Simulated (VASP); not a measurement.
## A VASP 6.6.1 single-point calculation on BaS

INCAR

```
LWAVE = .FALSE.
SIGMA = 0.02
NBANDS = 15
NSW = 0
ENCUT = 520
LASPH = .TRUE.
EDIFF = 1E-6
ISIF = 2
ISYM = 0
PREC = Accurate
LCHARG = .FALSE.
NELM = 79
LREAL = .FALSE.
IBRION = -1
ISMEAR = -1
GGA = PE
```

KPOINTS

```
KPOINTS created by Atomic Simulation Environment
0
Gamma
4 4 4
0 0 0
```

POSCAR

```
Ba S
 1.0000000000000000
     0.0000000000000000    3.2117958738999999    3.0248693540999998
     3.2117958738999999    0.0000000000000000    3.0248693540999998
     3.2117958738999999    3.2117958738999999    0.0000000000000000
 Ba  S
   1   1
Cartesian
  0.0000000000000000  0.0000000000000000  0.0000000000000000
  3.2117958738999999  3.2117958738999999  3.0248693540999998
```

The recommended PBE PAW datasets give the neutral cell 16 valence electrons.

Command

```
mpirun -np 1 vasp_std
```

OSZICAR

```
N       E                     dE             d eps       ncg     rms          rms(c)
DAV:   1     0.832780082998E+02    0.83278E+02   -0.68826E+03  1080   0.930E+02
DAV:   2    -0.579799851033E+01   -0.89076E+02   -0.80018E+02  1467   0.168E+02
DAV:   3    -0.104683580692E+02   -0.46704E+01   -0.46364E+01  1467   0.410E+01
DAV:   4    -0.105673470073E+02   -0.98989E-01   -0.98956E-01  1415   0.620E+00
DAV:   5    -0.105702982751E+02   -0.29513E-02   -0.29511E-02  1462   0.907E-01    0.522E+00
DAV:   6    -0.100694450283E+02    0.50085E+00   -0.67983E-01  1185   0.491E+00    0.359E+00
DAV:   7    -0.100667255037E+02    0.27195E-02   -0.19754E-01  1364   0.247E+00    0.221E+00
DAV:   8    -0.100787639674E+02   -0.12038E-01   -0.22181E-02  1262   0.108E+00    0.249E-01
DAV:   9    -0.100798584811E+02   -0.10945E-02   -0.32858E-03  1458   0.430E-01    0.124E-01
DAV:  10    -0.100806324863E+02   -0.77401E-03   -0.80678E-04  1178   0.196E-01    0.360E-02
DAV:  11    -0.100807116676E+02   -0.79181E-04   -0.11704E-04  1402   0.679E-02    0.918E-03
DAV:  12    -0.100807138368E+02   -0.21692E-05   -0.66658E-06  1325   0.164E-02    0.589E-03
DAV:  13    -0.100807137186E+02    0.11818E-06   -0.25486E-07  1044   0.331E-03
   1 F= -.10080714E+02 E0= -.10080714E+02  d E =-.222470E-11
```

From OUTCAR

```
k-points           NKPTS =     36   k-points in BZ     NKDIM =     36   number of bands    NBANDS=     15

   NELECT =      16.0000    total number of electrons

   dimension x,y,z NGX =    36 NGY =   36 NGZ =   36
   dimension x,y,z NGXF=    72 NGYF=   72 NGZF=   72

  energy-cutoff  :      520.00
  volume of cell :       62.41
      direct lattice vectors                 reciprocal lattice vectors
     0.000000000  3.211795874  3.024869354    -0.155676145  0.155676145  0.165296395
     3.211795874  0.000000000  3.024869354     0.155676145 -0.155676145  0.165296395
     3.211795874  3.211795874  0.000000000     0.155676145  0.155676145 -0.165296395

 k-points in reciprocal lattice and weights: KPOINTS created by Atomic Simulation Env
   0.00000000  0.00000000  0.00000000       0.016
   0.25000000 -0.00000000  0.00000000       0.031
  -0.00000000 -0.00000000 -0.25000000       0.031
  -0.00000000  0.25000000  0.00000000       0.031
   0.25000000  0.25000000  0.25000000       0.031
   0.50000000 -0.00000000  0.00000000       0.016
   0.00000000  0.00000000  0.50000000       0.016
  -0.00000000  0.50000000  0.00000000       0.016
   ...

 E-fermi :   2.3329

 k-point     1 :       0.0000    0.0000    0.0000
  band No.  band energies     occupation
      1     -24.2489      2.00000
      2      -9.3275      2.00000
      3      -9.2944      2.00000
      4      -9.2944      2.00000
      5      -8.7420      2.00000
      6       1.6143      2.00000
      7       1.6143      2.00000
      8       1.8797      2.00000
      9       5.3260      0.00000
     10       5.4195      0.00000
     11       5.4195      0.00000
     12       5.8581      0.00000
     13       6.3406      0.00000
     14       6.9280      0.00000
     15      10.5151      0.00000

 k-point     2 :       0.2500   -0.0000    0.0000
  band No.  band energies     occupation
      1     -24.2208      2.00000
      2     -10.2152      2.00000
      3      -9.3332      2.00000
      4      -9.3193      2.00000
      5      -7.7743      2.00000
      6       0.4918      2.00000
      7       0.9800      2.00000
      8       1.0364      2.00000
      9       5.8266      0.00000
     10       6.4328      0.00000
     11       6.5728      0.00000
     12       7.1232      0.00000
     13       7.9496      0.00000
     14       8.7833      0.00000
     15      12.4813      0.00000

 k-point     3 :      -0.0000   -0.0000   -0.2500
  band No.  band energies     occupation
      1     -24.2208      2.00000
      2     -10.2152      2.00000
      3      -9.3332      2.00000
      4      -9.3193      2.00000
      5      -7.7743      2.00000
      6       0.4918      2.00000
      7       0.9800      2.00000
      8       1.0364      2.00000
      9       5.8266      0.00000
     10       6.4328      0.00000
     11       6.5728      0.00000
     12       7.1232      0.00000
     13       7.9496      0.00000
     14       8.7833      0.00000
     15      12.4813      0.00000

 ...

  Total        0.7081766      0.7081781      3.5554427     -0.0000003      0.0000012     -0.0000034
  in kB       18.1810800     18.1811177     91.2791893     -0.0000075      0.0000305     -0.0000881
  external PRESSURE =      42.5471290 kB  Pullay stress =       0.0000000 kB

 POSITION                                       TOTAL-FORCE (eV/Angst)
 -----------------------------------------------------------------------------------
      0.00000      0.00000      0.00000         0.000000      0.000001      0.000000
      3.21180      3.21180      3.02487        -0.000000     -0.000001     -0.000000
 -----------------------------------------------------------------------------------
    total drift:                               -0.000001     -0.000001     -0.000001

  FREE ENERGIE OF THE ION-ELECTRON SYSTEM (eV)
  ---------------------------------------------------
  free  energy   TOTEN  =       -10.0807137186 eV

  energy  without entropy=      -10.0807137186  energy(sigma->0) =      -10.08071372
```

It converged. Results: gap between bands v and c on the k mesh 1.80 eV; least direct gap on the k mesh 1.94 eV; pressure 4.3 GPa. Band v is the last that the valence electrons fill when counted band by band, and c is the next.

For comparison, a separate PBE run of the intended cell, on usual settings and not on those above, gives a gap of 1.81 eV on its mesh and a pressure of 4.2 GPa.

The run above took about 36 s on one core of a shared host (Intel Xeon Platinum 8488C) and held 0.2 GiB at most.
